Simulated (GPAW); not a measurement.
# KBr (Fm-3m) in GPAW: a series of runs, part 2 of 2

GPAW 26.7.0. The steps go on from the part before.

### Step 3. Equation of state, PBE

Contents of run.py:

```python
from ase.eos import EquationOfState
from ase.io import Trajectory, read
from ase.units import GPa
from gpaw import GPAW, PW

atoms = read('KBr.xyz')

traj = Trajectory('eos.traj', 'w')
volumes, energies = [], []
for x in [0.94, 0.96, 0.98, 1.0, 1.02, 1.04, 1.06]:
    a = atoms.copy()
    a.set_cell(atoms.cell * x**(1 / 3), scale_atoms=True)
    calc = GPAW(mode=PW(600),
                xc='PBE',
                kpts={'size': (6, 6, 6), 'gamma': True},
                occupations={'name': 'fermi-dirac', 'width': 0.05},
                nbands=16,
                convergence={'density': 1e-05, 'energy': 1e-05},
                maxiter=150,
                txt=f'eos-{x:.2f}.txt')
    a.calc = calc
    energies.append(a.get_potential_energy(force_consistent=True))
    volumes.append(a.get_volume())
    p = -a.get_stress()[:3].mean() / GPa
    calc.write(f'eos-{x:.2f}.gpw')
    traj.write(a)
    print(f'{x:.2f} {volumes[-1]:10.4f} A^3 {energies[-1]:14.6f} eV {p:9.3f} GPa', flush=True)

v0, e0, B = EquationOfState(volumes, energies, eos='birchmurnaghan').fit()
print(f'V0 = {v0:.4f} A^3, E0 = {e0:.6f} eV, B0 = {B / GPa:.2f} GPa')
```

Contents of KBr.xyz:

```xyz
2
Lattice="0.0000000000 3.3000000000 3.3000000000 3.3000000000 0.0000000000 3.3000000000 3.3000000000 3.3000000000 0.0000000000" Properties=species:S:1:pos:R:3 pbc="T T T"
Br     3.3000000000      3.3000000000      3.3000000000
K      0.0000000000      0.0000000000      0.0000000000
```

Potentials or basis: GPAW PAW data sets (gpaw-data 1.2.1), pw.

Command:

```sh
OMP_NUM_THREADS=1 python run.py
```

Output:

```text
__  _  _
 | _ |_)|_||  |
 |__||  | ||/\| - 26.7.0

Input parameters:
  mode=PW(ecut=600.0),
  convergence={'density': 1e-05, 'energy': 1e-05},
  kpts=MonkhorstPack(size=(6, 6, 6), gamma=True),
  maxiter=150,
  nbands=16,
  occupations=Occupations(name='fermi-dirac', width=0.05),
  xc=XC(name='PBE')

Diagonalizing LCAO Hamiltonian
Converting LCAO to pw mode

                 Br

       K

Atoms  # Å, Bohr magnetons
|   | symbol |        x |        y |        z |    initial magnetic moments |
|---|--------|----------|----------|----------|-----------------------------|
| 0 |     Br | 3.255400 | 3.255400 | 3.255400 | ( 0.0000,  0.0000,  0.0000) |
| 1 |      K | 0.000000 | 0.000000 | 0.000000 | ( 0.0000,  0.0000,  0.0000) |

Unit cell  # Å
| periodic |        x |        y |        z |  lengths |    angles |
|----------|----------|----------|----------|----------|-----------|
|      yes | 0.000000 | 3.255400 | 3.255400 | 4.603831 | 60.000000 |
|      yes | 3.255400 | 0.000000 | 3.255400 | 4.603831 | 60.000000 |
|      yes | 3.255400 | 3.255400 | 0.000000 | 4.603831 | 60.000000 |

Number of symmetries: 48
Symmetry operations  # r_c * U_cc + t_c -> r_c
|    | kind |            matrix            |
|----|------|------------------------------|
|  0 |  σ   |  1, 0, 0,  1, 0,-1,  1,-1, 0 |
|  1 |  C2  |  1, 0, 0,  1,-1, 0,  1, 0,-1 |
|  2 |  E   |  1, 0, 0,  0, 1, 0,  0, 0, 1 |
|  3 |  σ   |  1, 0, 0,  0, 0, 1,  0, 1, 0 |
|  4 |  C4  |  1, 0,-1,  1, 0, 0,  1,-1, 0 |
|  5 |  S6  |  1, 0,-1,  1,-1, 0,  1, 0, 0 |
|  6 |  σ   |  1, 0,-1,  0, 1,-1,  0, 0,-1 |
|  7 |  C3  |  1, 0,-1,  0, 0,-1,  0, 1,-1 |
|  8 |  S6  |  1,-1, 0,  1, 0, 0,  1, 0,-1 |
|  9 |  C4  |  1,-1, 0,  1, 0,-1,  1, 0, 0 |
| 10 |  C3  |  1,-1, 0,  0,-1, 1,  0,-1, 0 |
| 11 |  σ   |  1,-1, 0,  0,-1, 0,  0,-1, 1 |
| 12 |  σ   |  0, 1, 0,  1, 0, 0,  0, 0, 1 |
| 13 |  C4  |  0, 1, 0,  0, 1,-1, -1, 1, 0 |
| 14 |  C3  |  0, 1, 0,  0, 0, 1,  1, 0, 0 |
| 15 |  S6  |  0, 1, 0, -1, 1, 0,  0, 1,-1 |
| 16 |  C2  |  0, 1,-1,  1, 0,-1,  0, 0,-1 |
| 17 |  σ   |  0, 1,-1,  0, 1, 0, -1, 1, 0 |
| 18 |  S4  |  0, 1,-1,  0, 0,-1,  1, 0,-1 |
| 19 |  C4  |  0, 1,-1, -1, 1, 0,  0, 1, 0 |
| 20 |  C3  |  0, 0, 1,  1, 0, 0,  0, 1, 0 |
| 21 |  σ   |  0, 0, 1,  0, 1, 0,  1, 0, 0 |
| 22 |  S6  |  0, 0, 1,  0,-1, 1, -1, 0, 1 |
| 23 |  C4  |  0, 0, 1, -1, 0, 1,  0,-1, 1 |
| 24 |  S4  |  0, 0,-1,  1, 0,-1,  0, 1,-1 |
| 25 |  C3  |  0, 0,-1,  0, 1,-1,  1, 0,-1 |
| 26 |  C2  |  0, 0,-1,  0,-1, 0, -1, 0, 0 |
| 27 |  S6  |  0, 0,-1, -1, 0, 0,  0,-1, 0 |
| 28 |  S4  |  0,-1, 1,  1,-1, 0,  0,-1, 0 |
| 29 |  C4  |  0,-1, 1,  0, 0, 1, -1, 0, 1 |
| 30 |  C2  |  0,-1, 1,  0,-1, 0,  1,-1, 0 |
| 31 |  σ   |  0,-1, 1, -1, 0, 1,  0, 0, 1 |
[... 96 lines left out ...]
      rc: 0.35  # [Å]
      lmax: 2
    cutoffs:
      filter: 1.91  # [Å]
      core: 1.27  # [Å]
    projectors
    | kind |    occ | energy [eV] | rcut [Å] |
    |------|--------|-------------|----------|
    |   3s |  2.000 |     -35.338 |    1.122 |
    |   4s |  1.000 |      -2.319 |    1.122 |
    |   3p |  6.000 |     -18.813 |    1.106 |
    |    p |        |       8.398 |    1.106 |
    |    d |        |       0.000 |    0.937 |

    Using partial waves for K as LCAO basis

Reference energy: -87284.500948  # eV

eigensolver:
  PPCG
  Converge bands: occupied
  niter=2

density mixing:
  MSR1-Mixer
  Pratt-step length: 0.05
  Maximum mixing coefficient: 0.75
  Old densities: 10
  SVD Regularization: 0.005
  Good broyden scale: 1.0
  Trust region scale: 1.0
  Backstep threshold: 4.0
  History deletion threshold: 6.0
  Fourier metric: weight=20.0, sigma=0.015

occupation numbers:
  Fermi-Dirac:
    width: 0.0500  # eV

poisson solver:
  ecut: 4800.0  # eV

xc functional:
  name: PBE with 2 nearest neighbor stencil

convergence criteria:
- Maximum integral of absolute [dens]ity change: 1e-05 electrons / valence electron
- Maximum [total energy] change in last 3 cyles: 1e-05 eV / valence electron
- Maximum integral of absolute [eigenst]ate change: 4e-08 eV^2 / valence electron
maximum number of iterations: 150

SCF iterations
|iter     | |      energy | eigst |  dens |
|---------|-|-------------|-------|-------|
|iter:   1| |   -6.476986 | -0.26 |       |
|iter:   2| |   -6.455709 | -2.38 | -1.33 |
|iter:   3| |   -6.355431 | -2.08 | -1.36 |
|iter:   4| |   -6.357774 | -3.34 | -1.72 |
|iter:   5| |   -6.359818 | -4.17 | -2.08 |
|iter:   6| |   -6.359959 | -5.43 | -2.81 |
|iter:   7| |   -6.359967c| -6.76 | -3.56 |
|iter:   8| |   -6.359969c| -7.32 | -3.99 |
|iter:   9| |   -6.359969c| -8.21c| -5.16c|

Converged in 9 steps
Energy contributions relative to reference atoms: (reference = -87284.500948)

Energy contributions:
  Kinetic:           6.201409
  Coulomb:          -5.185367
  Zero:             -0.666031
  External:          0.000000
  Xc:               -6.709980
  Entropy:          -0.000000
  Spinorbit:         0.000000
  ----------------------------
  Free energy:      -6.359969
  Extrapolated:     -6.359969

dipole moment: (-23.723362, -23.723362, -23.723362)  # |e|*Ang

Fermi level: 1.910
Eigenvalues  # (at kpt = [0.000, 0.000, 0.000])
| band index |      eig [eV] | occ [0-2] |
|------------|---------------|-----------|
|          0 |       -27.632 |     2.000 |
|          1 |       -12.297 |     2.000 |
|          2 |       -11.146 |     2.000 |
|          3 |       -11.146 |     2.000 |
|          4 |       -11.146 |     2.000 |
|          5 |         0.034 |     2.000 |
[... 8 lines left out ...]
|         14 |        11.752 |     0.000 |
|         15 |        15.839 |     0.000 |

Gap: 4.555 eV
Transition (v -> c):
  (s=0, k=0, n=7, [0.00, 0.00, 0.00]) -> (s=0, k=0, n=8, [0.00, 0.00, 0.00])
No difference between direct/indirect transitions

Stress tensor  # eV/Ang^3
|         x |         y |         z |
|-----------|-----------|-----------|
| -0.009064 |  0.000000 |  0.000000 |
|  0.000000 | -0.009064 | -0.000000 |
|  0.000000 | -0.000000 | -0.009064 |

# Writing to eos-0.96.gpw (mode='')
```

stdout:

```text
0.94    67.5616 A^3      -6.344863 eV     1.897 GPa
0.96    68.9990 A^3      -6.359969 eV     1.452 GPa
0.98    70.4365 A^3      -6.371291 eV     1.055 GPa
1.00    71.8740 A^3      -6.379228 eV     0.699 GPa
1.02    73.3115 A^3      -6.384150 eV     0.381 GPa
1.04    74.7490 A^3      -6.386385 eV     0.097 GPa
1.06    76.1864 A^3      -6.386186 eV    -0.158 GPa
V0 = 75.3423 A^3, E0 = -6.386577 eV, B0 = 13.45 GPa
```

Run time: 73 s. Hardware: 1 thread of AMD EPYC 7B13 (Zen 3), shared host; peak memory 0.23 GiB.

What came out:

| Property | Result |
| --- | --- |
| Equilibrium volume | 37.67 Å³/atom |
| Bulk modulus | 13.5 GPa |
| Pressure derivative of the bulk modulus | 4.8 |

Energy against volume, from the lowest point:
```tsv
volume (Å³/atom)	energy (meV/atom)
33.781	20.76
34.500	13.21
35.218	7.55
35.937	3.58
36.656	1.12
37.374	0.00
38.093	0.10
```

PBE usually gives volumes a little too large and moduli too small. Zero-point motion and thermal expansion aren't in these numbers.

### Step 4. Equation of state, vdW-DF

run.py: that of step 3 with these lines changed.

```diff
@@ -5,3 +5,3 @@
 
-atoms = read('KBr.xyz')
+atoms = read('POSCAR')
 
@@ -13,3 +13,3 @@
     calc = GPAW(mode=PW(600),
-                xc='PBE',
+                xc={'name': 'vdW-DF', 'backend': 'libvdwxc'},
                 kpts={'size': (6, 6, 6), 'gamma': True},
@@ -23,6 +23,5 @@
     volumes.append(a.get_volume())
-    p = -a.get_stress()[:3].mean() / GPa
     calc.write(f'eos-{x:.2f}.gpw')
     traj.write(a)
-    print(f'{x:.2f} {volumes[-1]:10.4f} A^3 {energies[-1]:14.6f} eV {p:9.3f} GPa', flush=True)
+    print(f'{x:.2f} {volumes[-1]:10.4f} A^3 {energies[-1]:14.6f} eV', flush=True)
```

Contents of POSCAR:

```
KBr
1.0
    0.0000000000      3.3000000000      3.3000000000
    3.3000000000      0.0000000000      3.3000000000
    3.3000000000      3.3000000000      0.0000000000
Br K
1 1
Direct
    0.5000000000      0.5000000000      0.5000000000
    0.0000000000      0.0000000000      0.0000000000
```

Command:

```sh
OMP_NUM_THREADS=1 python run.py
```

Wall time 82 s (1 thread of AMD EPYC 7B13 (Zen 3), shared host); peak memory 0.32 GiB.

The run converged. Its results:

```yaml
Equilibrium_volume: "38.53 Å³/atom (rough: see the caveat)"
Bulk_modulus: 13.8 GPa (rough)
```

Energy against volume, from the lowest point:
| volume (Å³/atom) | energy (meV/atom) |
| --- | --- |
| 33.781 | 31.88 |
| 34.500 | 22.02 |
| 35.218 | 14.21 |
| 35.937 | 8.37 |
| 36.656 | 4.09 |
| 37.374 | 1.31 |
| 38.093 | 0.00 |

Caveat: the minimum lies outside the volumes run; the PAW data sets were made with another functional, which shifts forces and pressure a little.

### Step 5. One-shot levels of the hybrid HSE06, LDA

Contents of run.py:

```python
import numpy as np
import spglib
from ase import Atoms
from ase.dft.bandgap import bandgap
from ase.io import read, write
from ase.units import GPa
from gpaw import GPAW, PW
from gpaw.hybrids import NonSelfConsistentHybridXCCalculator
from gpaw.hybrids.energy import non_self_consistent_energy

atoms = read('KBr.cif')
cell, positions, numbers = spglib.find_primitive(
    (atoms.cell[:], atoms.get_scaled_positions(), atoms.numbers), symprec=1e-4)
atoms = Atoms(numbers, cell=cell, scaled_positions=positions, pbc=True)

calc = GPAW(mode=PW(500),
            xc='LDA',
            kpts={'size': (4, 4, 4), 'gamma': True},
            occupations={'name': 'fermi-dirac', 'width': 0.05},
            nbands=18,
            convergence={'density': 1e-05, 'energy': 1e-05, 'bands': 14, 'eigenstates': 1e-07},
            maxiter=150,
            txt='gpaw.txt')
atoms.calc = calc
energy = atoms.get_potential_energy()
forces = atoms.get_forces()
stress = atoms.get_stress()
calc.write('gs.gpw')
write('result.traj', atoms)
print(f'Energy: {energy:.6f} eV')
print('Forces (eV/A):')
print(forces.round(4))
print('Stress (GPa):', (stress / GPa).round(3))
print('Fermi level:', round(calc.get_fermi_level(), 4), 'eV')
print(f'Gap: {bandgap(calc)[0]:.4f} eV, direct: {bandgap(calc, direct=True)[0]:.4f} eV')

for xc in ['HSE06', 'YS-PBE0', 'EXX']:
    e = non_self_consistent_energy(calc, xc).sum()
    print(f'{xc} energy on these orbitals: {e:.6f} eV')
    nsc = NonSelfConsistentHybridXCCalculator.from_dft_calculation(
        calc.dft, xc, log=f'levels-{xc}.txt')
    dft_skn, hyb_skn = nsc.calculate(calc.dft.ibzwfs, 0, 14)
    np.savetxt(f'levels-{xc}.dat', hyb_skn.reshape((-1, hyb_skn.shape[-1])), fmt='%.4f')
```

KBr.cif is that of step 2.

Potentials or basis: the program's PAW data sets (release 1.2.1) made for this functional, pw.

Command:

```sh
OMP_NUM_THREADS=1 python run.py
```

gpaw.txt:

```text
__  _  _
 | _ |_)|_||  |
 |__||  | ||/\| - 26.7.0

Input parameters:
  mode=PW(ecut=500.0),
  convergence={'density': 1e-05, 'energy': 1e-05, 'bands': 14, 'eigenstates': 1e-07},
  kpts=MonkhorstPack(size=(4, 4, 4), gamma=True),
  maxiter=150,
  nbands=18,
  occupations=Occupations(name='fermi-dirac', width=0.05),
  xc=XC(name='LDA')

Diagonalizing LCAO Hamiltonian
Converting LCAO to pw mode

                 Br

       K

Atoms  # Å, Bohr magnetons
|   | symbol |        x |        y |        z |    initial magnetic moments |
|---|--------|----------|----------|----------|-----------------------------|
| 0 |     Br | 3.300000 | 3.300000 | 3.300000 | ( 0.0000,  0.0000,  0.0000) |
| 1 |      K | 0.000000 | 0.000000 | 0.000000 | ( 0.0000,  0.0000,  0.0000) |

Unit cell  # Å
| periodic |        x |        y |        z |  lengths |    angles |
|----------|----------|----------|----------|----------|-----------|
|      yes | 0.000000 | 3.300000 | 3.300000 | 4.666905 | 60.000000 |
|      yes | 3.300000 | 0.000000 | 3.300000 | 4.666905 | 60.000000 |
|      yes | 3.300000 | 3.300000 | 0.000000 | 4.666905 | 60.000000 |

Number of symmetries: 48
Symmetry operations  # r_c * U_cc + t_c -> r_c
|    | kind |            matrix            |
|----|------|------------------------------|
|  0 |  σ   |  1, 0, 0,  1, 0,-1,  1,-1, 0 |
|  1 |  C2  |  1, 0, 0,  1,-1, 0,  1, 0,-1 |
|  2 |  E   |  1, 0, 0,  0, 1, 0,  0, 0, 1 |
|  3 |  σ   |  1, 0, 0,  0, 0, 1,  0, 1, 0 |
|  4 |  C4  |  1, 0,-1,  1, 0, 0,  1,-1, 0 |
|  5 |  S6  |  1, 0,-1,  1,-1, 0,  1, 0, 0 |
|  6 |  σ   |  1, 0,-1,  0, 1,-1,  0, 0,-1 |
|  7 |  C3  |  1, 0,-1,  0, 0,-1,  0, 1,-1 |
|  8 |  S6  |  1,-1, 0,  1, 0, 0,  1, 0,-1 |
|  9 |  C4  |  1,-1, 0,  1, 0,-1,  1, 0, 0 |
| 10 |  C3  |  1,-1, 0,  0,-1, 1,  0,-1, 0 |
| 11 |  σ   |  1,-1, 0,  0,-1, 0,  0,-1, 1 |
| 12 |  σ   |  0, 1, 0,  1, 0, 0,  0, 0, 1 |
| 13 |  C4  |  0, 1, 0,  0, 1,-1, -1, 1, 0 |
| 14 |  C3  |  0, 1, 0,  0, 0, 1,  1, 0, 0 |
| 15 |  S6  |  0, 1, 0, -1, 1, 0,  0, 1,-1 |
| 16 |  C2  |  0, 1,-1,  1, 0,-1,  0, 0,-1 |
| 17 |  σ   |  0, 1,-1,  0, 1, 0, -1, 1, 0 |
| 18 |  S4  |  0, 1,-1,  0, 0,-1,  1, 0,-1 |
| 19 |  C4  |  0, 1,-1, -1, 1, 0,  0, 1, 0 |
| 20 |  C3  |  0, 0, 1,  1, 0, 0,  0, 1, 0 |
| 21 |  σ   |  0, 0, 1,  0, 1, 0,  1, 0, 0 |
| 22 |  S6  |  0, 0, 1,  0,-1, 1, -1, 0, 1 |
| 23 |  C4  |  0, 0, 1, -1, 0, 1,  0,-1, 1 |
| 24 |  S4  |  0, 0,-1,  1, 0,-1,  0, 1,-1 |
| 25 |  C3  |  0, 0,-1,  0, 1,-1,  1, 0,-1 |
| 26 |  C2  |  0, 0,-1,  0,-1, 0, -1, 0, 0 |
| 27 |  S6  |  0, 0,-1, -1, 0, 0,  0,-1, 0 |
| 28 |  S4  |  0,-1, 1,  1,-1, 0,  0,-1, 0 |
| 29 |  C4  |  0,-1, 1,  0, 0, 1, -1, 0, 1 |
| 30 |  C2  |  0,-1, 1,  0,-1, 0,  1,-1, 0 |
| 31 |  σ   |  0,-1, 1, -1, 0, 1,  0, 0, 1 |
| 32 |  C3  |  0,-1, 0,  1,-1, 0,  0,-1, 1 |
| 33 |  S6  |  0,-1, 0,  0, 0,-1, -1, 0, 0 |
| 34 |  S4  |  0,-1, 0,  0,-1, 1,  1,-1, 0 |
| 35 |  C2  |  0,-1, 0, -1, 0, 0,  0, 0,-1 |
| 36 |  C2  | -1, 1, 0,  0, 1, 0,  0, 1,-1 |
| 37 |  S6  | -1, 1, 0,  0, 1,-1,  0, 1, 0 |
| 38 |  S4  | -1, 1, 0, -1, 0, 1, -1, 0, 0 |
| 39 |  C3  | -1, 1, 0, -1, 0, 0, -1, 0, 1 |
| 40 |  S6  | -1, 0, 1,  0, 0, 1,  0,-1, 1 |
| 41 |  C2  | -1, 0, 1,  0,-1, 1,  0, 0, 1 |
| 42 |  C3  | -1, 0, 1, -1, 1, 0, -1, 0, 0 |
| 43 |  S4  | -1, 0, 1, -1, 0, 0, -1, 1, 0 |
| 44 |  C2  | -1, 0, 0,  0, 0,-1,  0,-1, 0 |
| 45 |  i   | -1, 0, 0,  0,-1, 0,  0, 0,-1 |
| 46 |  σ   | -1, 0, 0, -1, 1, 0, -1, 0, 1 |
| 47 |  C2  | -1, 0, 0, -1, 0, 1, -1, 1, 0 |

BZ-sampling:
  Number of BZ points: 64
  Number of IBZ points: 8

  Monkhorst-Pack size: [4, 4, 4]
  Monkhorst-Pack shift: [0.125, 0.125, 0.125]

K-points  # in reciprocal-cell coordinates
|   |                                coordinates |     weight |
|---|--------------------------------------------|------------|
| 0 | (  0.00000000,   0.00000000,   0.00000000) | 0.01562500 |
| 1 | (  0.25000000,   0.25000000,   0.00000000) | 0.09375000 |
| 2 | (  0.25000000,   0.25000000,   0.25000000) | 0.12500000 |
| 3 | (  0.50000000,   0.25000000,  -0.25000000) | 0.09375000 |
| 4 | (  0.50000000,   0.25000000,   0.25000000) | 0.18750000 |
| 5 | (  0.50000000,   0.50000000,   0.00000000) | 0.04687500 |
| 6 | (  0.50000000,   0.50000000,   0.25000000) | 0.37500000 |
| 7 | (  0.50000000,   0.50000000,   0.50000000) | 0.06250000 |

Plane wave coefficients: 1850
Cutoff: 500.0 eV

Spin-components: 1 (collinear spins)
Bands:           18
Projectors:      10
Spin-degeneracy: 2
Datatype:        complex128

Parallelization:
  kpt:    1
  domain: 1
  band:   1

Density:
  Valence electrons: 16.0
  Components: 1
  Grid points: [25 25 25]
  Charge: 0.0  # |e|

Potential:
  Grid points: [25 25 25]

species:
  Br:
    name:    Bromine
    Z:       35.0
    valence: 7
    core:    28
    charge:  0.0  # [|e|]
    compensation charges:
      type: gauss
      rc: 0.35  # [Å]
      lmax: 2
    cutoffs:
      filter: 1.98  # [Å]
      core: 2.38  # [Å]
    projectors
    | kind |    occ | energy [eV] | rcut [Å] |
    |------|--------|-------------|----------|
    |   4s |  2.000 |     -20.306 |    1.111 |
    |   4p |  5.000 |      -8.003 |    1.111 |
    |    s |        |       6.906 |    1.111 |
    |    p |        |      19.208 |    1.111 |
    |    d |        |       0.000 |    1.111 |

    Using partial waves for Br as LCAO basis

  K:
    name:    Potassium
    Z:       19.0
    valence: 9
    core:    10
    charge:  0.0  # [|e|]
    compensation charges:
      type: gauss
      rc: 0.35  # [Å]
      lmax: 2
    cutoffs:
      filter: 1.91  # [Å]
      core: 1.27  # [Å]
    projectors
    | kind |    occ | energy [eV] | rcut [Å] |
    |------|--------|-------------|----------|
    |   3s |  2.000 |     -35.177 |    1.122 |
    |   4s |  1.000 |      -2.428 |    1.122 |
    |   3p |  6.000 |     -18.839 |    1.106 |
    |    p |        |       8.373 |    1.106 |
    |    d |        |       0.000 |    0.937 |

    Using partial waves for K as LCAO basis

Reference energy: -87153.214374  # eV

eigensolver:
  PPCG
  Converge bands: 14
  niter=2

density mixing:
  MSR1-Mixer
  Pratt-step length: 0.05
  Maximum mixing coefficient: 0.75
  Old densities: 10
  SVD Regularization: 0.005
  Good broyden scale: 1.0
  Trust region scale: 1.0
  Backstep threshold: 4.0
  History deletion threshold: 6.0
  Fourier metric: weight=20.0, sigma=0.015

occupation numbers:
  Fermi-Dirac:
    width: 0.0500  # eV

poisson solver:
  ecut: 4000.0  # eV

xc functional:
  name: None

convergence criteria:
- Maximum integral of absolute [dens]ity change: 1e-05 electrons / valence electron
- Maximum [total energy] change in last 3 cyles: 1e-05 eV / valence electron
- Maximum integral of absolute [eigenst]ate change: 1e-07 eV^2 / valence electron
maximum number of iterations: 150

SCF iterations
|iter     | |      energy | eigst |  dens |
|---------|-|-------------|-------|-------|
|iter:   1| |   -7.141565 | +2.15 |       |
|iter:   2| |   -7.118182 | +0.91 | -1.34 |
|iter:   3| |   -6.998353 | +0.18 | -1.37 |
|iter:   4| |   -6.994372 | -1.24 | -1.74 |
|iter:   5| |   -6.994291 | -2.31 | -2.13 |
|iter:   6| |   -6.994309c| -3.80 | -2.83 |
|iter:   7| |   -6.994310c| -4.73 | -3.65 |
|iter:   8| |   -6.994310c| -6.03 | -4.12 |
|iter:   9| |   -6.994310c| -6.77 | -5.71c|
|iter:  10| |   -6.994310c| -7.65c| -6.12c|

Converged in 10 steps
Energy contributions relative to reference atoms: (reference = -87153.214374)

Energy contributions:
  Kinetic:           2.127885
  Coulomb:          -1.921773
  Zero:             -0.676863
  External:          0.000000
  Xc:               -6.523559
  Entropy:          -0.000000
  Spinorbit:         0.000000
  ----------------------------
  Free energy:      -6.994310
  Extrapolated:     -6.994310

dipole moment: (-23.978318, -23.978318, -23.978318)  # |e|*Ang

Fermi level: 1.254
Eigenvalues  # (at kpt = [0.000, 0.000, 0.000])
| band index |      eig [eV] | occ [0-2] |
|------------|---------------|-----------|
|          0 |       -27.913 |     2.000 |
|          1 |       -12.832 |     2.000 |
|          2 |       -11.624 |     2.000 |
|          3 |       -11.624 |     2.000 |
|          4 |       -11.624 |     2.000 |
|          5 |        -0.480 |     2.000 |
[... 8 lines left out ...]
|         14 |        10.729 |     0.000 |
|         15 |        14.469 |     0.000 |
|        ... |               |           |
|         17 |        14.795 |     0.000 |

Gap: 4.037 eV
Transition (v -> c):
  (s=0, k=0, n=7, [0.00, 0.00, 0.00]) -> (s=0, k=0, n=8, [0.00, 0.00, 0.00])
No difference between direct/indirect transitions

Forces  # eV/Ang
|        x |       y |       z |
|----------|---------|---------|
| -0.00000 | 0.00000 | 0.00000 |  # Br   0
| -0.00000 | 0.00000 | 0.00000 |  # K    1

Stress tensor  # eV/Ang^3
|        x |         y |         z |
|----------|-----------|-----------|
| 0.010979 |  0.000000 |  0.000000 |
| 0.000000 |  0.010979 | -0.000000 |
| 0.000000 | -0.000000 |  0.010979 |

# Writing to gs.gpw (mode='')
```

It took 2.4 min on 1 thread of AMD EPYC 7B13 (Zen 3), shared host; peak memory 0.42 GiB.

Results:

```yaml
Free_energy: -6.9943 eV
Pressure: -1.8 GPa
Band_gap_on_the_k_mesh: 4.04 eV, direct
Band_gap_of_the_one-shot_hybrid: 5.51 eV
Direct_band_gap_of_the_one-shot_hybrid: 5.51 eV
```

Band gaps from one-shot exact exchange on these states (eV): hse06 5.51, ys_pbe0 5.57, hf 11.78

Caveat: the k mesh is coarse; the cutoff is short for stress and forces, so pressures can be off by a GPa or more; energy and the plain gap are those of the semilocal run; the hybrids' values are one shot on its orbitals and mesh.
